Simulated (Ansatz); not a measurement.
**Elastic constants of AgI (F-43m) under pressure**

```yaml
crystal:
  lattice:
    - [0.00000, 3.17395, 3.17395]
    - [3.17395, 0.00000, 3.17395]
    - [3.17395, 3.17395, 0.00000]
  atoms:
    - { symbol: Ag, position: [0.00000, 0.00000, 0.00000] }
    - { symbol: I, position: [0.75000, 0.75000, 0.75000] }
```

This is the zero-pressure cell. At each pressure cell and atoms are relaxed in this structure, and the constants are slopes of the stress at strains of ±0.005 with relaxed ions (the coefficients that govern stability under load). Level: LDA, PAW on Ansatz 0.2.0's default frozen-core files (fitted under PBE), scalar-relativistic; k mesh 6×6×6, strains of ±0.005, fixed occupations, cutoff 420 eV. P is the pressure of the relaxed cell, less that of this one.

```tsv
P (GPa)	V/V₀	C11 (GPa)	C12 (GPa)	C44 (GPa)
0.00	1.0000	46.5	39.0	10.8
0.96	0.9785	50.7	44.4	9.6
1.98	0.9583	55.1	50.0	8.3
3.98	?	?	?	?
6.95	0.8856	74.9	76.1	1.2
9.97	0.8537	86.0	91.1	-3.4
14.96	0.8122	103.5	115.4	-11.4
```

**Question.** Does the bulk modulus from the constants agree with the pressure-volume curve?

**Answer.** A third-order Birch-Murnaghan fit to the volumes shown (F against f, f = [(V₀/V)^(2/3) − 1]/2) gives B₀ = 41.5 GPa and B′ = 5.3. Its −V dP/dV stands beside (C11 + 2C12)/3:

```csv
P (GPa),from P(V),from the constants
0.00,41.5,41.5
0.96,46.5,46.5
1.98,51.6,51.7
6.95,75.6,75.7
9.97,89.5,89.4
14.96,111.7,111.4
```

**Question.** What are the pressure derivatives at zero pressure?

**Answer.** Slopes at V₀ of quadratic fits in −ln(V/V₀) through the first four rows shown, divided by B₀: dC11/dP = 4.5, dC12/dP = 5.6, dC44/dP = -1.1. The mean slopes up to 2.0 GPa are 4.4, 5.6, -1.2; curvature and scatter of the constants part the two. The combination (dC11/dP + 2 dC12/dP)/3 = 5.2 stands against B′.

**Question.** Fill the row at 3.98 GPa.

**Answer.** Cubic fits in −ln(V/V₀) through all rows shown give C11 = 63.3, C12 = 60.7, C44 = 5.6 GPa. Computed: V/V₀ = 0.9249, C11 (GPa) = 63.3, C12 (GPa) = 60.7, C44 (GPa) = 5.6.

**Question.** Does a shear stiffness soften?

**Answer.** C44 goes from 10.8 to -11.4 GPa; (C11 − C12)/2 goes from 3.8 to -5.9 GPa. The lattice turns mechanically unstable between 4.0 and 7.0 GPa, where the matrix gains a negative eigenvalue.

Limits of these numbers: no other phase was computed; many crystals of this kind change structure within this range, and rows or crossings beyond such a change describe a metastable lattice; frozen-core PAW files fitted under PBE, their cores solved anew for the functional of the run; constants at zero field, no piezoelectric stiffening; phonons weren't checked at these pressures.
